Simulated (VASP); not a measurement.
# NaCl (Fm-3m) in VASP: settings compared

The runs below take NaCl through relaxation of cell and atoms, with r2SCAN, LAK, r2SCAN+D3(BJ), r2SCAN0.

Program: VASP 6.6.1. These are calculated values, not measurements. Logs are shortened: lines on timing, memory, paths and dates and some standing lists are left out, and cuts for length are marked.

**1. Starting point**

Symmetry: Fm-3m, No. 225, cubic system. The conventional cell has a = 5.588 Å, b = 5.588 Å, c = 5.588 Å, α = 90.00°, β = 90.00°, γ = 90.00°. Cl (site symmetry m-3m) has 6 Na at 2.79 Å as nearest neighbours. Na (site symmetry m-3m) is surrounded by 6 Cl at 2.79 Å.

The cell is a database's computed one.

**2. Relaxation of cell and atoms, r2SCAN**

The input, INCAR:

```
ALGO = Normal
EDIFF = 1E-6
EDIFFG = -0.02
ENCUT = 600
IBRION = 2
ISIF = 3
ISMEAR = 0
LASPH = True
LCHARG = False
LMIXTAU = True
LREAL = False
LWAVE = False
METAGGA = R2SCAN
NELM = 80
NSW = 60
PREC = Accurate
SIGMA = 0.05
```

The input, KPOINTS:

```
k-points
0
Gamma
  8 8 8
```

The input, POSCAR:

```
NaCl
1.0
    0.0000000000      2.7940632177      2.7940632177
    2.7940632177      0.0000000000      2.7940632177
    2.7940632177      2.7940632177      0.0000000000
Cl Na
1 1
Direct
    0.5000000000      0.5000000000      0.5000000000
    0.0000000000      0.0000000000      0.0000000000
```

Potentials or basis: VASP PAW PBE potentials, release 64 (Cl, Na_pv).

Launch:

```bash
$ cat potpaw_PBE.64/Cl/POTCAR potpaw_PBE.64/Na_pv/POTCAR > POTCAR
$ mpirun -np 1 vasp_std > vasp.out
```

OUTCAR:

```text
EDIFF = 1E-6
   EDIFFG = -0.02
   ENCUT = 600
   IBRION = 2
   ISIF = 3
   ISMEAR = 0
   LASPH = True
   LREAL = False
   METAGGA = R2SCAN
   NELM = 80
   NSW = 60
   PREC = Accurate

 ion  position               nearest neighbor table
   1  0.500  0.500  0.500-
   2  0.000  0.000  0.000-

  LATTYP: Found a face centered cubic cell.
 ALAT       =     5.5881264354

  Lattice vectors:

 A1 = (   0.0000000000,   2.7940632177,   2.7940632177)
 A2 = (   2.7940632177,   0.0000000000,   2.7940632177)
 A3 = (   2.7940632177,   2.7940632177,   0.0000000000)

Analysis of symmetry for initial positions (statically):
=====================================================================
 Subroutine PRICEL returns:
 Original cell was already a primitive cell.

 Routine SETGRP: Setting up the symmetry group for a
 face centered cubic supercell.

 Subroutine GETGRP returns: Found 48 space group operations
 (whereof 48 operations were pure point group operations)
 out of a pool of 48 trial point group operations.

The static configuration has the point symmetry O_h .

Analysis of symmetry for dynamics (positions and initial velocities):
=====================================================================
 Subroutine PRICEL returns:
 Original cell was already a primitive cell.

 Routine SETGRP: Setting up the symmetry group for a
 face centered cubic supercell.

 Subroutine GETGRP returns: Found 48 space group operations
 (whereof 48 operations were pure point group operations)
 out of a pool of 48 trial point group operations.

The dynamic configuration has the point symmetry O_h .

 Subroutine INISYM returns: Found 48 space group operations
 (whereof 48 operations are pure point group operations),
 and found     1 'primitive' translations

----------------------------------------------------------------------------------------

                                     Primitive cell

  volume of cell :      43.6253

  direct lattice vectors                    reciprocal lattice vectors
     0.000000000  2.794063218  2.794063218    -0.178950854  0.178950854  0.178950854
     2.794063218  0.000000000  2.794063218     0.178950854 -0.178950854  0.178950854
     2.794063218  2.794063218  0.000000000     0.178950854  0.178950854 -0.178950854

  length of vectors
     3.951402097  3.951402097  3.951402097     0.309951972  0.309951972  0.309951972

  position of ions in fractional coordinates (direct lattice)
     0.500000000  0.500000000  0.500000000
     0.000000000  0.000000000  0.000000000

  ion indices of the primitive-cell ions
   primitive index   ion index
                 1           1
                 2           2

----------------------------------------------------------------------------------------

 KPOINTS: k-points

Automatic generation of k-mesh.
 Grid dimensions read from file:
 generate k-points for:    8    8    8

 Generating k-lattice:

  Cartesian coordinates                     Fractional coordinates (reciprocal lattice)
    -0.022368857  0.022368857  0.022368857     0.125000000  0.000000000  0.000000000
     0.022368857 -0.022368857  0.022368857     0.000000000  0.125000000  0.000000000
     0.022368857  0.022368857 -0.022368857     0.000000000  0.000000000  0.125000000

  Length of vectors
     0.038743996  0.038743996  0.038743996

  Shift w.r.t. Gamma in fractional coordinates (k-lattice)
     0.000000000  0.000000000  0.000000000

 Subroutine IBZKPT returns following result:
 ===========================================

 Found     29 irreducible k-points:

 Following reciprocal coordinates:
            Coordinates               Weight
  0.000000  0.000000  0.000000      1.000000
  0.125000  0.000000  0.000000      8.000000
  0.250000  0.000000  0.000000      8.000000
  0.375000  0.000000  0.000000      8.000000
  0.500000  0.000000  0.000000      4.000000
  0.125000  0.125000  0.000000      6.000000
[... 16 lines left out ...]
  0.500000  0.250000  0.125000     48.000000
 -0.375000  0.250000  0.125000     24.000000
 [... further k-points ...]
   k-points           NKPTS =     29   k-points in BZ     NKDIM =     29   number of bands    NBANDS=     11
   number of dos      NEDOS =    301   number of ions     NIONS =      2
   total plane-waves  NPLWV =  32768
   dimension x,y,z NGX =    32 NGY =   32 NGZ =   32
   dimension x,y,z NGXF=    64 NGYF=   64 NGZF=   64
   ions per type =               1   1
   NGX,Y,Z   is equivalent  to a cutoff of  13.46, 13.46, 13.46 a.u.
   NGXF,Y,Z  is equivalent  to a cutoff of  26.93, 26.93, 26.93 a.u.
 SYSTEM =  unknown system
   PREC   = accura    normal or accurate (medium, high low for compatibility)
   ISTART =      0    job   : 0-new  1-cont  2-samecut
   ICHARG =      2    charge: 1-file 2-atom 10-const
   ISPIN  =      1    spin polarized calculation?
   LNONCOLLINEAR =      F non collinear calculations
   LSORBIT =      F    spin-orbit coupling
   LASPH  =      T    aspherical Exc in radial PAW
   ENCUT  =  600.0 eV  44.10 Ry    6.64 a.u.   7.89  7.89  7.89*2*pi/ulx,y,z
   NELM   =     80;   NELMIN=  2; NELMDL= -5     # of ELM steps
   EDIFF  = 0.1E-05   stopping-criterion for ELM
   LREAL  =      F    real-space projection
   EDIFFG = -.2E-01   stopping-criterion for IOM
   NSW    =     60    number of steps for IOM
   IBRION =      2    ionic relax: 0-MD 1-quasi-New 2-CG
   NFREE  =      1    steps in history (QN), initial steepest desc. (CG)
   ISIF   =      3    stress and relaxation
   ISYM   =      2    0-nonsym 1-usesym 2-fastsym
   POTIM  = 0.5000    time-step for ionic-motion
   TEBEG  =    0.0;   TEEND  =   0.0 temperature during run
   PSTRESS=    0.0 pullay stress
   NELECT =      14.0000    total number of electrons
   NUPDOWN=      -1.0000    fix difference up-down
   EMIN   =  10.00;   EMAX   =-10.00  energy-range for DOS
   EFERMI =   0.00;   METHOD = LEGACY
   ISMEAR =     0;   SIGMA  =   0.05  broadening in eV -4-tet -1-fermi 0-gaus
   EFERMI_NEDOS =   21; number of points for ismear=-14 and -15
   IALGO  =     38    algorithm
   IMIX   =      4    mixing-type and parameters
     AMIX     =   0.40;   BMIX     =  1.00
     AMIX_MAG =   1.60;   BMIX_MAG =  1.00
  volume/ion in A,a.u.               =      21.81       147.20
  Fermi-wavevector in a.u.,A,eV,Ry     =   1.120825  2.118053 17.092312  1.256249
  Thomas-Fermi vector in A             =   2.257475
   LORBIT       =      0    0 simple, 1 ext, 2 COOP (PROOUT), +10 PAW based schemes
   METAGGA = R2SCAN    functional components
   LHFCALC =     F    Hartree Fock is set to
   AEXX    =    0.0000 exact exchange contribution
   IVDW    =     0    specifies the selected vdW correction
   LEPSILON=     F    determine dielectric tensor
   LRPA    =     F    only Hartree local field effects (RPA)
 conjugate gradient relaxation of ions
 non-spin polarized calculation
 Gauss-broadening in eV      SIGMA  =   0.05
  energy-cutoff  :      600.00
  volume of cell :       43.63
 maximum number of plane-waves:      1475
   NGX = 15   NGY = 15   NGZ = 15

 number of electron      14.0000010 magnetization

 Free energy of the ion-electron system (eV)
  ---------------------------------------------------
  ext. energy  EPLUGINS =         0.00000000
  ---------------------------------------------------
  free energy    TOTEN  =       -13.79128516 eV

  energy without entropy =      -13.79128516  energy(sigma->0) =      -13.79128516

 E-fermi :  -0.7466     XC(G=0):  -8.7743

 val. band max:       -1.0019738299   @ k =   0.0000   0.0000   0.0000
 cond. band min:       5.0358823114   @ k =   0.0000   0.0000   0.0000
 fundamental gap:      6.0378561412
 Fermi energy:        -0.7466334396

 k-point     1 :       0.0000    0.0000    0.0000
  band No.  band energies     occupation
      1     -22.4727      2.00000
      2     -22.4724      2.00000
      3     -22.4724      2.00000
      4     -14.2885      2.00000
      5      -1.0020      2.00000
      6      -1.0020      2.00000
      7      -1.0020      2.00000
      8       5.0359      0.00000
      9      10.7838      0.00000
     10      10.7838      0.00000
     11      10.7838      0.00000

 k-point     2 :       0.1250    0.0000    0.0000
  band No.  band energies     occupation
      1     -22.4772      2.00000
      2     -22.4730      2.00000
      3     -22.4727      2.00000
      4     -14.2369      2.00000
      5      -1.3753      2.00000
      6      -1.0475      2.00000
      7      -1.0475      2.00000
      8       5.5362      0.00000
      9      10.2480      0.00000
     10      11.0002      0.00000
     11      11.0003      0.00000

 k-point     3 :       0.2500    0.0000    0.0000
  band No.  band energies     occupation
      1     -22.4888      2.00000
      2     -22.4737      2.00000
      3     -22.4734      2.00000
      4     -14.1088      2.00000
      5      -2.1315      2.00000
      6      -1.1540      2.00000
      7      -1.1539      2.00000
      8       6.4914      0.00000
      9       9.7795      0.00000
     10      11.1819      0.00000
     11      11.1822      0.00000
[... 267 lines left out ...]
 k-point    23 :       0.5000    0.2500    0.1250
  band No.  band energies     occupation
      1     -22.4959      2.00000
      2     -22.4806      2.00000
      3     -22.4760      2.00000
      4     -13.9257      2.00000
      5      -2.6036      2.00000
      6      -1.7321      2.00000
      7      -1.3926      2.00000
      8       8.0257      0.00000
      9       9.4214      0.00000
     10       9.8378      0.00000
     11      11.8782      0.00000

 k-point    24 :      -0.3750    0.2500    0.1250
  band No.  band energies     occupation
      1     -22.4982      2.00000
      2     -22.4811      2.00000
      3     -22.4769      2.00000
      4     -13.8835      2.00000
      5      -2.7294      2.00000
      6      -1.8158      2.00000
      7      -1.4487      2.00000
      8       8.0890      0.00000
      9       9.5676      0.00000
     10      10.1493      0.00000
     11      11.6904      0.00000

 [... further k-points ...]

------------------------ aborting loop because EDIFF is reached ----------------------------------------

  FORCE on cell =-STRESS in cart. coord.  units (eV):
  Direction    XX          YY          ZZ          XY          YZ          ZX
  --------------------------------------------------------------------------------------
  -------------------------------------------------------------------------------------
  Total        0.0265093      0.0265093      0.0265093      0.0000000     -0.0000000      0.0000000
  in kB        0.9735764      0.9735764      0.9735764      0.0000000     -0.0000000      0.0000000
  external PRESSURE =       0.9735764 kB  Pullay stress =       0.0000000 kB

 VOLUME and BASIS-vectors are now :
 -----------------------------------------------------------------------------
  energy-cutoff  :      600.00
  volume of cell :       43.63
      direct lattice vectors                 reciprocal lattice vectors
     0.000000000  2.794063218  2.794063218    -0.178950854  0.178950854  0.178950854
     2.794063218  0.000000000  2.794063218     0.178950854 -0.178950854  0.178950854
     2.794063218  2.794063218  0.000000000     0.178950854  0.178950854 -0.178950854

 POSITION                                       TOTAL-FORCE (eV/Angst)
 -----------------------------------------------------------------------------------
      2.79406      2.79406      2.79406         0.000000      0.000000      0.000000
      0.00000      0.00000      0.00000        -0.000000     -0.000000     -0.000000
 -----------------------------------------------------------------------------------
    total drift:                                0.000000     -0.000000     -0.000000

  FREE ENERGIE OF THE ION-ELECTRON SYSTEM (eV)
  ---------------------------------------------------
  free  energy   TOTEN  =       -13.7912851622 eV

  energy  without entropy=      -13.7912851622  energy(sigma->0) =      -13.79128516

 reached required accuracy - stopping structural energy minimisation
```

It took 29 s on 1 thread of Intel Xeon 6975P-C (Granite Rapids), shared host; peak memory 0.18 GiB.

What came out:

- Free energy: -13.7913 eV
- Pressure after relaxing: 0.1 GPa
- Band gap on the k mesh: 6.04 eV, direct

Final structure:
```xyz
2
Lattice="0.0000 2.7941 2.7941 2.7941 0.0000 2.7941 2.7941 2.7941 0.0000" Properties=species:S:1:pos:R:3 pbc="T T T"
Cl    2.7941    2.7941    2.7941
Na    0.0000    0.0000    0.0000
```

Caveat: the relaxation stopped at its first step, so nothing moved; the PAW data sets were made with another functional, which shifts forces and pressure a little.

**3. Relaxation of cell and atoms, LAK**

The input, INCAR:

```
  ALGO = Normal
  EDIFF = 1E-7
  EDIFFG = -0.01
  ENCUT = 600
  IBRION = 2
  ISIF = 3
  ISMEAR = 0
  LASPH = T
  LCHARG = F
  LMIXTAU = T
  LREAL = F
  LWAVE = F
  METAGGA = LAK
  NELM = 60
  NSW = 60
  PREC = Accurate
  SIGMA = 0.05
```

KPOINTS is that of step 2.

POSCAR is that of step 2.

Potentials or basis: VASP PAW PBE potentials, release 64 (Cl, Na_pv).

Launch:

```bash
$ cat potpaw_PBE.64/Cl/POTCAR potpaw_PBE.64/Na_pv/POTCAR > POTCAR
$ mpirun -np 1 vasp_std > vasp.out
```

Run time: 1.9 min. Hardware: 1 thread of Intel Xeon 6975P-C (Granite Rapids), shared host; peak memory 0.19 GiB.

It converged, with:

| Item | Value |
| --- | --- |
| Free energy | -4.4276 eV |
| Relaxed volume | 21.40 Å³/atom |
| Relaxed cell | a = 3.926 Å, b = 3.926 Å, c = 3.926 Å, α = 60.00°, β = 60.00°, γ = 60.00° |
| Space group after relaxing (to 0.05 Å) | Fm-3m (No. 225) |
| Energy gained by relaxing | 1.0 meV/atom |
| Ionic steps | 4 |
| Pressure after relaxing | -0.1 GPa |
| Band gap on the k mesh | 6.22 eV, direct |

The path:
```csv
step,energy change (eV),largest force (eV/Å),pressure (GPa),volume (Å³)
1,0.0000,0.0000,-0.44,43.63
2,-0.0011,0.0000,-0.29,43.24
3,-0.0021,0.0000,0.14,42.57
4,-0.0019,0.0000,-0.06,42.80
```

Final structure:
```yaml
crystal:
  lattice:
    - [0.00000, 2.77623, 2.77623]
    - [2.77623, 0.00000, 2.77623]
    - [2.77623, 2.77623, 0.00000]
  atoms:
    - { symbol: Cl, position: [0.50000, 0.50000, 0.50000] }
    - { symbol: Na, position: [0.00000, 0.00000, 0.00000] }
```

Levels at points of the mesh, in eV from the valence-band top:
| k point | band 4 | band 5 | band 6 | band 7 | band 8 | band 9 | band 10 | band 11 |
| --- | --- | --- | --- | --- | --- | --- | --- | --- |
| (0.00, 0.00, 0.00) | -13.53 | 0.00 | 0.00 | 0.00 | 6.22 | 11.89 | 11.89 | 11.89 |
| (0.50, 0.00, 0.00) | -13.15 | -2.05 | -0.31 | -0.31 | 8.14 | 11.99 | 11.99 | 12.04 |
| (0.50, 0.50, 0.00) | -13.10 | -1.79 | -0.65 | -0.65 | 8.63 | 8.64 | 12.62 | 16.35 |

Caveat: the PAW data sets were made with another functional, which shifts forces and pressure a little.

**4. Relaxation of cell and atoms, r2SCAN+D3(BJ)**

The input, INCAR:

```
  PREC = Accurate
  ENCUT = 600
  EDIFF = 1E-7
  ISMEAR = 0
  SIGMA = 0.05
  LREAL = False
  LASPH = True
  NELM = 80
  ALGO = Normal
  ISIF = 3
  LWAVE = False
  LCHARG = False
  METAGGA = R2SCAN
  LMIXTAU = True
  IVDW = 12
  VDW_S6 = 1.0
  VDW_S8 = 0.78981345
  VDW_A1 = 0.49484001
  VDW_A2 = 5.73083694
  IBRION = 2
  NSW = 60
  EDIFFG = -0.02
```

The input, KPOINTS:

```
Automatic mesh
0
Gamma
  8 8 8
```

POSCAR is that of step 3.

Launch:

```bash
$ cat potpaw_PBE.64/Cl/POTCAR potpaw_PBE.64/Na_pv/POTCAR > POTCAR
$ mpirun -np 1 vasp_std > vasp.out
```

Run time: 81 s. Hardware: 1 thread of Intel Xeon 6975P-C (Granite Rapids), shared host; peak memory 0.2 GiB.

Results (log left out):

- Free energy: -14.0040 eV
- Relaxed volume: 21.18 Å³/atom
- Relaxed cell: a = 3.913 Å, b = 3.913 Å, c = 3.913 Å, α = 60.00°, β = 60.00°, γ = 60.00°
- Space group after relaxing (to 0.05 Å): Fm-3m (No. 225)
- Energy gained by relaxing: 1.3 meV/atom
- Ionic steps: 4
- Pressure after relaxing: 0.1 GPa
- Band gap on the k mesh: 6.17 eV, direct
- Dispersion energy per atom: -0.108 eV

The path:
```csv
step,energy change (eV),largest force (eV/Å),pressure (GPa),volume (Å³)
1,0.0000,0.0000,-0.70,43.63
2,-0.0021,0.0000,-0.31,43.03
3,-0.0025,0.0000,-0.16,42.80
4,-0.0026,0.0000,0.14,42.36
```

Final structure:
```
Cl Na
1.0
     0.00000    2.76678    2.76678
     2.76678    0.00000    2.76678
     2.76678    2.76678    0.00000
Cl Na
1 1
Direct
  0.50000 0.50000 0.50000
  0.00000 0.00000 0.00000
```

Levels at points of the mesh, in eV from the valence-band top:
| k point | band 4 | band 5 | band 6 | band 7 | band 8 | band 9 | band 10 | band 11 |
| --- | --- | --- | --- | --- | --- | --- | --- | --- |
| (0.00, 0.00, 0.00) | -13.36 | 0.00 | 0.00 | 0.00 | 6.17 | 11.81 | 11.81 | 11.81 |
| (0.50, 0.00, 0.00) | -12.96 | -2.10 | -0.31 | -0.31 | 8.05 | 11.91 | 11.91 | 12.10 |
| (0.50, 0.50, 0.00) | -12.90 | -1.84 | -0.67 | -0.67 | 8.56 | 8.61 | 12.65 | 16.26 |

Caveat: the PAW data sets were made with another functional, which shifts forces and pressure a little.

**5. Relaxation of cell and atoms, r2SCAN0**

POSCAR is that of step 4.

The input, INCAR.step1:

```
PREC = Accurate ; ENCUT = 600
EDIFF = 1E-5 ; ISMEAR = 0
SIGMA = 0.05 ; LREAL = False
LASPH = True ; NELM = 80
ALGO = Normal ; LWAVE = True
LCHARG = False ; GGA = PE
```

The input, INCAR.step2:

```
PREC = Accurate ; ENCUT = 600
EDIFF = 1E-7 ; ISMEAR = 0
SIGMA = 0.05 ; LREAL = False
LASPH = True ; NELM = 80
ALGO = Normal ; ISIF = 3
LWAVE = False ; LCHARG = False
METAGGA = R2SCAN ; LHFCALC = True
AEXX = 0.25 ; LMIXTAU = True
PRECFOCK = Fast ; IBRION = 2
NSW = 40 ; EDIFFG = -0.01
ISTART = 1
```

The input, KPOINTS:

```
Automatic mesh
0
Gamma
  4 4 4
```

Launch:

```bash
$ cat potpaw_PBE.64/Cl/POTCAR potpaw_PBE.64/Na_pv/POTCAR > POTCAR
$ cp INCAR.step1 INCAR
$ mpirun -np 1 vasp_std > vasp.out
$ cp INCAR.step2 INCAR
$ mpirun -np 1 vasp_std > vasp.out
```

Wall time 2.3 min (1 thread of Intel Xeon 6975P-C (Granite Rapids), shared host); peak memory 0.18 GiB.

Results (log left out):

```yaml
Free_energy: -13.6525 eV
Relaxed_volume: 21.78 Å³/atom
Relaxed_cell: a = 3.949 Å, b = 3.949 Å, c = 3.949 Å, α = 60.00°, β = 60.00°, γ = 60.00°
Space_group_after_relaxing_to_0.05_Å: Fm-3m (No. 225)
Energy_gained_by_relaxing: 0.0 meV/atom
Ionic_steps: 2
Pressure_after_relaxing: 0.0 GPa
Band_gap_on_the_k_mesh: 7.82 eV, direct
```

Final structure:
```xyz
2
Lattice="0.0000 2.7926 2.7926 2.7926 0.0000 2.7926 2.7926 2.7926 0.0000" Properties=species:S:1:pos:R:3 pbc="T T T"
Cl    2.7926    2.7926    2.7926
Na    5.5851    5.5851    5.5851
```

Levels at points of the mesh, in eV from the valence-band top:
| k point | band 4 | band 5 | band 6 | band 7 | band 8 | band 9 | band 10 | band 11 |
| --- | --- | --- | --- | --- | --- | --- | --- | --- |
| (0.00, 0.00, 0.00) | -14.30 | 0.00 | 0.00 | 0.00 | 7.82 | 13.80 | 13.80 | 13.80 |
| (0.50, 0.00, 0.00) | -13.90 | -2.17 | -0.32 | -0.32 | 9.81 | 13.83 | 13.83 | 13.86 |
| (0.50, 0.50, 0.00) | -13.84 | -1.91 | -0.69 | -0.69 | 10.40 | 10.44 | 14.41 | 18.22 |

Caveat: the k mesh is coarse (spacing up to 0.49 Å⁻¹), so the values aren't converged, least of all with exact exchange; the PAW data sets were made with another functional, which shifts forces and pressure a little.

**6. For comparison**

An earlier run on the cell as given: functional PBE; potentials or basis VASP PAW PBE potentials, release 64 (Cl, Na_pv); cutoff 520 eV; k mesh 8 × 8 × 8; occupations fermi-dirac, width 0.05 eV; no spin polarisation.

* Pressure: 1.5 GPa
* Band gap on the k mesh: 5.22 eV, direct

**7. Overview**

```tsv
task	level	cell	k mesh	cutoff (eV)	smearing	grid for exact exchange (PRECFOCK)	exchange at q = 0	mesh quality	gap on the mesh (eV)	pressure (GPa)	relaxed volume (Å³/atom)
relaxation of cell and atoms	r2SCAN	relaxed	8 × 8 × 8	600	gaussian 0.05 eV	-	-	not flagged	6.04	0.1	-
relaxation of cell and atoms	LAK	relaxed	8 × 8 × 8	600	gaussian 0.05 eV	-	-	not flagged	6.22	-0.1	21.40
relaxation of cell and atoms	r2SCAN+D3(BJ)	relaxed	8 × 8 × 8	600	gaussian 0.05 eV	-	-	not flagged	6.17	0.1	21.18
relaxation of cell and atoms	r2SCAN0	relaxed	4 × 4 × 4	600	gaussian 0.05 eV	Fast	default	coarse	7.82	0.0	21.78
single point	PBE	as given	8 × 8 × 8	520	fermi-dirac 0.05 eV	-	-	not flagged	5.22	1.5	-
```

Alike in all rows: potentials or basis VASP PAW PBE potentials, release 64 (Cl, Na_pv); no spin polarisation.

Caveats: some runs use coarse meshes; the PAW data sets were made with another functional, which shifts forces and pressure a little (some runs); the relaxation stopped at its first step, so nothing moved (some runs).

Absolute energies hang on the potentials; compare differences alone.
